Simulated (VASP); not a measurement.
# Pt (Fm-3m) in VASP: notebook

Aim: see how the results for Pt move with the level of theory and the settings. Levels: PBE, PBEsol. Tasks: single point, equation of state.

Everything below comes from runs of VASP 6.6.1. Logs are shortened: lines on timing, memory, paths and dates and some standing lists are left out, and cuts for length are marked.

### 1 The crystal as given

Symmetry: Fm-3m, No. 225, cubic system. The conventional cell has a = 3.922 Å, b = 3.922 Å, c = 3.922 Å, α = 90.00°, β = 90.00°, γ = 90.00°. Around Pt (site symmetry m-3m) lie 12 Pt at 2.77 Å.

### 2 Single point, PBE

INCAR

```
SYSTEM = Pt
PREC = Accurate
ENCUT = 520
EDIFF = 1E-7
ISMEAR = -1
SIGMA = 0.05
LREAL = .False.
LASPH = .True.
NELM = 100
ALGO = Normal
ISIF = 2
LWAVE = .False.
LCHARG = .False.
GGA = PE
NBANDS = 11
```

KPOINTS

```
regular mesh
0
Gamma
  12 12 12
  0 0 0
```

POSCAR

```
Pt
1.0
    0.0000000000      1.9609000000      1.9609000000
    1.9609000000      0.0000000000      1.9609000000
    1.9609000000      1.9609000000      0.0000000000
Pt
1
Direct
    0.0000000000      0.0000000000      0.0000000000
```

Potentials or basis: VASP PAW PBE potentials, release 64 (Pt).

Started as:

```sh
$ cat potpaw_PBE.64/Pt/POTCAR > POTCAR
$ mpirun -np 1 vasp_std > vasp.out
```

OUTCAR:

```text
SYSTEM = Pt
   PREC = Accurate
   ENCUT = 520
   EDIFF = 1E-7
   ISMEAR = -1
   LREAL = .False.
   LASPH = .True.
   NELM = 100
   ISIF = 2
   GGA = PE

 ion  position               nearest neighbor table
   1  0.000  0.000  0.000-

  LATTYP: Found a face centered cubic cell.
 ALAT       =     3.9218000000

  Lattice vectors:

 A1 = (   0.0000000000,   1.9609000000,   1.9609000000)
 A2 = (   1.9609000000,   0.0000000000,   1.9609000000)
 A3 = (   1.9609000000,   1.9609000000,   0.0000000000)

Analysis of symmetry for initial positions (statically):
=====================================================================
 Subroutine PRICEL returns:
 Original cell was already a primitive cell.

 Routine SETGRP: Setting up the symmetry group for a
 face centered cubic supercell.

 Subroutine GETGRP returns: Found 48 space group operations
 (whereof 48 operations were pure point group operations)
 out of a pool of 48 trial point group operations.

The static configuration has the point symmetry O_h .

Analysis of symmetry for dynamics (positions and initial velocities):
=====================================================================
 Subroutine PRICEL returns:
 Original cell was already a primitive cell.

 Routine SETGRP: Setting up the symmetry group for a
 face centered cubic supercell.

 Subroutine GETGRP returns: Found 48 space group operations
 (whereof 48 operations were pure point group operations)
 out of a pool of 48 trial point group operations.

The dynamic configuration has the point symmetry O_h .

 Subroutine INISYM returns: Found 48 space group operations
 (whereof 48 operations are pure point group operations),
 and found     1 'primitive' translations

----------------------------------------------------------------------------------------

                                     Primitive cell

  volume of cell :      15.0798

  direct lattice vectors                    reciprocal lattice vectors
     0.000000000  1.960900000  1.960900000    -0.254984956  0.254984956  0.254984956
     1.960900000  0.000000000  1.960900000     0.254984956 -0.254984956  0.254984956
     1.960900000  1.960900000  0.000000000     0.254984956  0.254984956 -0.254984956

  length of vectors
     2.773131374  2.773131374  2.773131374     0.441646899  0.441646899  0.441646899

  position of ions in fractional coordinates (direct lattice)
     0.000000000  0.000000000  0.000000000

  ion indices of the primitive-cell ions
   primitive index   ion index
                 1           1

----------------------------------------------------------------------------------------

 KPOINTS: regular mesh

Automatic generation of k-mesh.
 Grid dimensions read from file:
 generate k-points for:   12   12   12

 Generating k-lattice:

  Cartesian coordinates                     Fractional coordinates (reciprocal lattice)
    -0.021248746  0.021248746  0.021248746     0.083333333  0.000000000  0.000000000
     0.021248746 -0.021248746  0.021248746     0.000000000  0.083333333  0.000000000
     0.021248746  0.021248746 -0.021248746     0.000000000  0.000000000  0.083333333

  Length of vectors
     0.036803908  0.036803908  0.036803908

  Shift w.r.t. Gamma in fractional coordinates (k-lattice)
     0.000000000  0.000000000  0.000000000

 Subroutine IBZKPT returns following result:
 ===========================================

 Found     72 irreducible k-points:

 Following reciprocal coordinates:
            Coordinates               Weight
  0.000000  0.000000  0.000000      1.000000
  0.083333  0.000000  0.000000      8.000000
  0.166667  0.000000  0.000000      8.000000
  0.250000  0.000000  0.000000      8.000000
  0.333333  0.000000  0.000000      8.000000
  0.416667  0.000000  0.000000      8.000000
[... 42 lines left out ...]
  0.333333  0.250000  0.083333     24.000000
  0.416667  0.250000  0.083333     48.000000
 [... further k-points ...]
   k-points           NKPTS =     72   k-points in BZ     NKDIM =     72   number of bands    NBANDS=     11
   number of dos      NEDOS =    301   number of ions     NIONS =      1
   total plane-waves  NPLWV =  13824
   dimension x,y,z NGX =    24 NGY =   24 NGZ =   24
   dimension x,y,z NGXF=    48 NGYF=   48 NGZF=   48
   ions per type =               1
   NGX,Y,Z   is equivalent  to a cutoff of  14.39, 14.39, 14.39 a.u.
   NGXF,Y,Z  is equivalent  to a cutoff of  28.78, 28.78, 28.78 a.u.
 SYSTEM =  Pt
   PREC   = accura    normal or accurate (medium, high low for compatibility)
   ISTART =      0    job   : 0-new  1-cont  2-samecut
   ICHARG =      2    charge: 1-file 2-atom 10-const
   ISPIN  =      1    spin polarized calculation?
   LNONCOLLINEAR =      F non collinear calculations
   LSORBIT =      F    spin-orbit coupling
   LASPH  =      T    aspherical Exc in radial PAW
   ENCUT  =  520.0 eV  38.22 Ry    6.18 a.u.   5.16  5.16  5.16*2*pi/ulx,y,z
   NELM   =    100;   NELMIN=  2; NELMDL= -5     # of ELM steps
   EDIFF  = 0.1E-06   stopping-criterion for ELM
   LREAL  =      F    real-space projection
   EDIFFG = 0.1E-05   stopping-criterion for IOM
   NSW    =      0    number of steps for IOM
   IBRION =     -1    ionic relax: 0-MD 1-quasi-New 2-CG
   NFREE  =      0    steps in history (QN), initial steepest desc. (CG)
   ISIF   =      2    stress and relaxation
   ISYM   =      2    0-nonsym 1-usesym 2-fastsym
   POTIM  = 0.5000    time-step for ionic-motion
   TEBEG  =    0.0;   TEEND  =   0.0 temperature during run
   PSTRESS=    0.0 pullay stress
   NELECT =      10.0000    total number of electrons
   NUPDOWN=      -1.0000    fix difference up-down
   EMIN   =  10.00;   EMAX   =-10.00  energy-range for DOS
   EFERMI =   0.00;   METHOD = LEGACY
   ISMEAR =    -1;   SIGMA  =   0.05  broadening in eV -4-tet -1-fermi 0-gaus
   EFERMI_NEDOS =   21; number of points for ismear=-14 and -15
   IALGO  =     38    algorithm
   IMIX   =      4    mixing-type and parameters
     AMIX     =   0.40;   BMIX     =  1.00
     AMIX_MAG =   1.60;   BMIX_MAG =  1.00
  volume/ion in A,a.u.               =      15.08       101.76
  Fermi-wavevector in a.u.,A,eV,Ry     =   1.427609  2.697791 27.729605  2.038068
  Thomas-Fermi vector in A             =   2.547760
   LORBIT       =      0    0 simple, 1 ext, 2 COOP (PROOUT), +10 PAW based schemes
   GGA     = PE    functional components
   LHFCALC =     F    Hartree Fock is set to
   AEXX    =    0.0000 exact exchange contribution
   IVDW    =     0    specifies the selected vdW correction
   LEPSILON=     F    determine dielectric tensor
   LRPA    =     F    only Hartree local field effects (RPA)
 non-spin polarized calculation
  energy-cutoff  :      520.00
  volume of cell :       15.08
 maximum number of plane-waves:       419
 NGX is ok and might be reduce to    24
   NGX = 11   NGY = 11   NGZ = 11

 number of electron      10.0000000 magnetization

 Free energy of the ion-electron system (eV)
  ---------------------------------------------------
  ext. energy  EPLUGINS =         0.00000000
  ---------------------------------------------------
  free energy    TOTEN  =        -6.09286186 eV

  energy without entropy =       -6.07739920  energy(sigma->0) =       -6.08513053

 E-fermi :  11.2916     XC(G=0): -13.4892

 val. band max:       11.2903518749   @ k =  -0.4167   0.4167   0.1667
 cond. band min:      11.2972247612   @ k =   0.5000   0.4167   0.0833
 fundamental gap:      0.0068728863
 Fermi energy:        11.2915899607

 k-point     1 :       0.0000    0.0000    0.0000
  band No.  band energies     occupation
      1       1.0490      2.00000
      2       7.4865      2.00000
      3       7.4865      2.00000
      4       7.4865      2.00000
      5       9.6434      2.00000
      6       9.6434      2.00000
      7      25.9049      0.00000
      8      30.8723      0.00000
      9      30.8723      0.00000
     10      30.8723      0.00000
     11      36.2136      0.00000

 k-point     2 :       0.0833    0.0000    0.0000
  band No.  band energies     occupation
      1       1.3267      2.00000
      2       7.3656      2.00000
      3       7.5943      2.00000
      4       7.5943      2.00000
      5       9.5853      2.00000
      6       9.5853      2.00000
      7      26.3316      0.00000
      8      29.5460      0.00000
      9      31.2998      0.00000
     10      31.2998      0.00000
     11      37.5842      0.00000

 k-point     3 :       0.1667    0.0000    0.0000
  band No.  band energies     occupation
      1       2.0969      2.00000
      2       7.1242      2.00000
      3       7.8138      2.00000
      4       7.8138      2.00000
      5       9.5383      2.00000
      6       9.5383      2.00000
      7      27.1741      0.00000
      8      27.3343      0.00000
      9      32.4896      0.00000
     10      32.4896      0.00000
     11      36.2178      0.00000

 k-point     4 :       0.2500    0.0000    0.0000
  band No.  band energies     occupation
      1       3.0965      2.00000
      2       7.1344      2.00000
      3       7.8593      2.00000
      4       7.8593      2.00000
      5       9.8204      2.00000
      6       9.8204      2.00000
      7      24.5771      0.00000
      8      27.6467      0.00000
      9      33.9228      0.00000
     10      33.9228      0.00000
     11      34.7924      0.00000

 k-point     5 :       0.3333    0.0000    0.0000
  band No.  band energies     occupation
      1       3.7714      2.00000
      2       7.6820      2.00000
      3       7.6820      2.00000
      4       7.9895      2.00000
      5      10.4483      2.00000
      6      10.4483      2.00000
      7      21.5966      0.00000
      8      26.6807      0.00000
      9      32.6545      0.00000
     10      32.6545      0.00000
     11      36.3299      0.00000
[... 435 lines left out ...]
 k-point    37 :       0.5000    0.3333    0.0000
  band No.  band energies     occupation
      1       4.7468      2.00000
      2       5.3300      2.00000
      3       8.8965      2.00000
      4      10.1142      2.00000
      5      11.5265      0.01804
      6      14.3217      0.00000
      7      19.7452      0.00000
      8      23.6719      0.00000
      9      24.8847      0.00000
     10      31.6318      0.00000
     11      35.4506      0.00000

 k-point    38 :      -0.4167    0.3333    0.0000
  band No.  band energies     occupation
      1       5.0203      2.00000
      2       5.8376      2.00000
      3       8.3132      2.00000
      4       9.8017      2.00000
      5      11.1983      1.73185
      6      17.0060      0.00000
      7      17.4464      0.00000
      8      22.2041      0.00000
      9      26.0501      0.00000
     10      31.1132      0.00000
     11      37.9258      0.00000

 k-point    39 :      -0.3333    0.3333    0.0000
  band No.  band energies     occupation
      1       5.4088      2.00000
      2       6.3878      2.00000
      3       7.5722      2.00000
      4       9.3832      2.00000
      5      10.6397      2.00000
      6      15.6094      0.00000
      7      20.0585      0.00000
      8      20.9921      0.00000
      9      28.0006      0.00000
     10      30.1859      0.00000
     11      37.8481      0.00000

 k-point    40 :       0.4167    0.4167    0.0000
  band No.  band energies     occupation
      1       4.3251      2.00000
      2       4.8052      2.00000
      3      11.1583      1.87002
      4      11.2999      0.91718
      5      11.2999      0.91718
      6      11.4579      0.06933
      7      22.3232      0.00000
      8      23.5338      0.00000
      9      23.5338      0.00000
     10      30.9944      0.00000
     11      34.1004      0.00000

 [... further k-points ...]

------------------------ aborting loop because EDIFF is reached ----------------------------------------

  FORCE on cell =-STRESS in cart. coord.  units (eV):
  Direction    XX          YY          ZZ          XY          YZ          ZX
  --------------------------------------------------------------------------------------
  -------------------------------------------------------------------------------------
  Total        0.9163066      0.9163066      0.9163066      0.0000000      0.0000000     -0.0000000
  in kB       97.3542790     97.3542790     97.3542790      0.0000000      0.0000000     -0.0000000
  external PRESSURE =      97.3542790 kB  Pullay stress =       0.0000000 kB

 VOLUME and BASIS-vectors are now :
 -----------------------------------------------------------------------------
  energy-cutoff  :      520.00
  volume of cell :       15.08
      direct lattice vectors                 reciprocal lattice vectors
     0.000000000  1.960900000  1.960900000    -0.254984956  0.254984956  0.254984956
     1.960900000  0.000000000  1.960900000     0.254984956 -0.254984956  0.254984956
     1.960900000  1.960900000  0.000000000     0.254984956  0.254984956 -0.254984956

 POSITION                                       TOTAL-FORCE (eV/Angst)
 -----------------------------------------------------------------------------------
      0.00000      0.00000      0.00000        -0.000000      0.000000      0.000000
 -----------------------------------------------------------------------------------
    total drift:                               -0.000000     -0.000000     -0.000000

  FREE ENERGIE OF THE ION-ELECTRON SYSTEM (eV)
  ---------------------------------------------------
  free  energy   TOTEN  =        -6.0928618603 eV

  energy  without entropy=       -6.0773992049  energy(sigma->0) =       -6.08513053
```

It took 6.1 s on 1 thread of AMD EPYC 9R45 (Zen 5), shared host; peak memory 0.11 GiB.

What came out:

* Free energy: -6.0929 eV
* Pressure: 9.7 GPa
* Band gap on the k mesh: none (metal or under the smearing width)

Spin-orbit coupling is left out, which matters for the levels of Pt.

### 3 Single point, PBE (cell strained at random at fixed volume)

INCAR

```
SYSTEM = Pt
ALGO = Normal
EDIFF = 1E-7
ENCUT = 520
GGA = PE
ISIF = 2
ISMEAR = -1
LASPH = .TRUE.
LCHARG = .TRUE.
LELF = .TRUE.
LREAL = .FALSE.
LVHAR = .TRUE.
LWAVE = .FALSE.
NBANDS = 11
NELM = 100
PREC = Accurate
SIGMA = 0.05
```

KPOINTS

```
k-points
0
G
  12 12 12
  0 0 0
```

POSCAR

```
Pt
1.0
   -0.0133030000      1.9357530000      1.9445300000
    1.9710380000      0.0030350000      1.9281930000
    2.0008850000      1.9492620000     -0.0268110000
Pt
1
Direct
   -0.0132620000      0.0199540000      0.0069400000
```

Potentials or basis: VASP PAW PBE potentials, release 64 (Pt).

Started as:

```sh
$ cat potpaw_PBE.64/Pt/POTCAR > POTCAR
$ mpirun -np 1 vasp_std > vasp.out
```

OUTCAR:

```text
SYSTEM = Pt
   EDIFF = 1E-7
   ENCUT = 520
   GGA = PE
   ISIF = 2
   ISMEAR = -1
   LASPH = .TRUE.
   LREAL = .FALSE.
   NELM = 100
   PREC = Accurate

 ion  position               nearest neighbor table
   1  0.987  0.020  0.007-

  LATTYP: Found a triclinic cell.
 ALAT       =     2.7573407939
 B/A-ratio  =     0.9950941488
 C/A-ratio  =     1.0005130105
 COS(alpha) =     0.0045638655
 COS(beta)  =     0.4870477350
 COS(gamma) =     0.4928979757

  Lattice vectors:

 A1 = (   1.9710380000,   0.0030350000,   1.9281930000)
 A2 = (  -0.0133030000,   1.9357530000,   1.9445300000)
 A3 = (  -0.0298470000,  -1.9462270000,   1.9550040000)

Analysis of symmetry for initial positions (statically):
=====================================================================
 Subroutine PRICEL returns:
 Original cell was already a primitive cell.

 Routine SETGRP: Setting up the symmetry group for a
 triclinic supercell.

 Subroutine GETGRP returns: Found  2 space group operations
 (whereof  1 operations were pure point group operations)
 out of a pool of  2 trial point group operations.

The static configuration has the point symmetry C_1 .
 The point group associated with its full space group is S_2 .

Analysis of symmetry for dynamics (positions and initial velocities):
=====================================================================
 Subroutine PRICEL returns:
 Original cell was already a primitive cell.

 Routine SETGRP: Setting up the symmetry group for a
 triclinic supercell.

 Subroutine GETGRP returns: Found  2 space group operations
 (whereof  1 operations were pure point group operations)
 out of a pool of  2 trial point group operations.

The dynamic configuration has the point symmetry C_1 .
 The point group associated with its full space group is S_2 .

 Subroutine INISYM returns: Found  2 space group operations
 (whereof  1 operations are pure point group operations),
 and found     1 'primitive' translations

[... 144 lines left out ...]
   LHFCALC =     F    Hartree Fock is set to
   AEXX    =    0.0000 exact exchange contribution
   IVDW    =     0    specifies the selected vdW correction
   LEPSILON=     F    determine dielectric tensor
   LRPA    =     F    only Hartree local field effects (RPA)
 non-spin polarized calculation
  energy-cutoff  :      520.00
  volume of cell :       15.08
 maximum number of plane-waves:       417
   NGX = 11   NGY = 11   NGZ = 11

 number of electron      10.0000000 magnetization

 number of electron       9.9999999 magnetization

 Free energy of the ion-electron system (eV)
  ---------------------------------------------------
  ext. energy  EPLUGINS =         0.00000000
  ---------------------------------------------------
  free energy    TOTEN  =        -6.08973456 eV

  energy without entropy =       -6.07534245  energy(sigma->0) =       -6.08253851

 E-fermi :  11.2841     XC(G=0): -13.4889

 val. band max:       11.2837484657   @ k =  -0.0833   0.4167   0.3333
 cond. band min:      11.2844377478   @ k =  -0.0833  -0.0833   0.4167
 fundamental gap:      0.0006892820
 Fermi energy:        11.2841206324

 k-point     1 :       0.0000    0.0000    0.0000
  band No.  band energies     occupation
      1       1.0490      2.00000
      2       7.2332      2.00000
      3       7.5963      2.00000
      4       7.6175      2.00000
      5       9.4787      2.00000
      6       9.8142      2.00000
      7      25.9069      0.00000
      8      30.2765      0.00000
      9      31.1645      0.00000
     10      31.2077      0.00000
     11      36.2314      0.00000
[... 533 lines left out ...]
 k-point    40 :      -0.3333    0.2500    0.0000
  band No.  band energies     occupation
      1       5.5782      2.00000
      2       6.6726      2.00000
      3       7.2772      2.00000
      4       8.7111      2.00000
      5      10.2302      2.00000
      6      14.4270      0.00000
      7      19.8659      0.00000
      8      23.7091      0.00000
      9      28.9521      0.00000
     10      30.0611      0.00000
     11      36.1597      0.00000

 [... further k-points ...]

------------------------ aborting loop because EDIFF is reached ----------------------------------------

  FORCE on cell =-STRESS in cart. coord.  units (eV):
  Direction    XX          YY          ZZ          XY          YZ          ZX
  --------------------------------------------------------------------------------------
  -------------------------------------------------------------------------------------
  Total        0.8307072      0.9710260      0.9769850     -0.0603440      0.0590608      0.1385568
  in kB       88.2596845    103.1680566    103.8011789     -6.4113308      6.2750027     14.7211651
  external PRESSURE =      98.4096400 kB  Pullay stress =       0.0000000 kB

 VOLUME and BASIS-vectors are now :
 -----------------------------------------------------------------------------
  energy-cutoff  :      520.00
  volume of cell :       15.08
      direct lattice vectors                 reciprocal lattice vectors
    -0.013303000  1.935753000  1.944530000    -0.249249279  0.259349082  0.254379450
     1.971038000  0.003035000  1.928193000     0.254797302 -0.257988741  0.258567390
     2.000885000  1.949262000 -0.026811000     0.247125184  0.255864646 -0.253019110

 POSITION                                       TOTAL-FORCE (eV/Angst)
 -----------------------------------------------------------------------------------
      0.04009      1.92367      1.95703         0.000000      0.000000      0.000000
 -----------------------------------------------------------------------------------
    total drift:                                0.000002      0.000002     -0.000000

  FREE ENERGIE OF THE ION-ELECTRON SYSTEM (eV)
  ---------------------------------------------------
  free  energy   TOTEN  =        -6.0897345644 eV

  energy  without entropy=       -6.0753424529  energy(sigma->0) =       -6.08253851
```

Run time: 74 s. Hardware: 1 thread of AMD EPYC 9R45 (Zen 5), shared host; peak memory 0.22 GiB.

What came out:

- Free energy: -6.0897 eV
- Pressure: 9.8 GPa
- Band gap on the k mesh: none (metal or under the smearing width)

[end of part 1 of 3]
